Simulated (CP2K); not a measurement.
Crystal: GaSb.

```
CELL_PARAMETERS angstrom
4.32608 0.00000 0.00000
2.16304 3.74649 0.00000
2.16304 1.24883 3.53223
ATOMIC_POSITIONS crystal
Sb 0.75000 0.75000 0.75000
Ga 0.00000 0.00000 0.00000
```

Base run:

```yaml
Program: CP2K 2026.2
Functional: PBE
Potentials_or_basis: POTENTIAL_UZH Sb GTH-PBE0-q5, Ga GTH-PBE0-q13; DZVP-MOLOPT-SR-GTH basis
Density_cutoff: 6123 eV
k_mesh: 8 × 8 × 8
Occupations: fermi-dirac, width 0.05 eV
Spin: no spin polarisation
```

Its results: band gap on the k mesh 0.22 eV, direct; pressure 3.1 GPa.

Q: After a change of settings the same cell gave: band gap on the k mesh 0.25 eV, direct; pressure 1.8 GPa. Which change was it?
A. potentials or basis from POTENTIAL_UZH Sb GTH-PBE0-q5, Ga GTH-PBE0-q13; DZVP-MOLOPT-SR-GTH basis to GTH_POTENTIALS Sb GTH-BLYP-q5, Ga GTH-BLYP-q13; DZVP-MOLOPT-SR-GTH basis; potentials from Sb GTH-PBE0-q5 of POTENTIAL_UZH, Ga GTH-PBE0-q13 of POTENTIAL_UZH to Sb GTH-BLYP-q5 of GTH_POTENTIALS, Ga GTH-BLYP-q13 of GTH_POTENTIALS
B. potentials or basis from POTENTIAL_UZH Sb GTH-PBE0-q5, Ga GTH-PBE0-q13; DZVP-MOLOPT-SR-GTH basis to POTENTIAL_UZH Sb GTH-SCAN-q5, Ga GTH-SCAN-q13; DZVP-MOLOPT-SR-GTH basis; potentials from Sb GTH-PBE0-q5 of POTENTIAL_UZH, Ga GTH-PBE0-q13 of POTENTIAL_UZH to Sb GTH-SCAN-q5 of POTENTIAL_UZH, Ga GTH-SCAN-q13 of POTENTIAL_UZH
C. potentials or basis from POTENTIAL_UZH Sb GTH-PBE0-q5, Ga GTH-PBE0-q13; DZVP-MOLOPT-SR-GTH basis to GTH_POTENTIALS Sb GTH-PBE-q5, Ga GTH-PBE-q13; DZVP-MOLOPT-SR-GTH basis; potentials from Sb GTH-PBE0-q5 of POTENTIAL_UZH, Ga GTH-PBE0-q13 of POTENTIAL_UZH to Sb GTH-PBE-q5 of GTH_POTENTIALS, Ga GTH-PBE-q13 of GTH_POTENTIALS
D. potentials or basis from POTENTIAL_UZH Sb GTH-PBE0-q5, Ga GTH-PBE0-q13; DZVP-MOLOPT-SR-GTH basis to GTH_POTENTIALS Sb GTH-PADE-q5, Ga GTH-PADE-q13; DZVP-MOLOPT-SR-GTH basis; potentials from Sb GTH-PBE0-q5 of POTENTIAL_UZH, Ga GTH-PBE0-q13 of POTENTIAL_UZH to Sb GTH-PADE-q5 of GTH_POTENTIALS, Ga GTH-PADE-q13 of GTH_POTENTIALS

A: B.

Caveats: spin-orbit coupling is left out, which moves the levels of the heavy elements; the basis of atomic orbitals isn't converged, which shifts pressures, moduli and gaps; the potentials were made for another functional, which shifts forces and pressure (some runs).
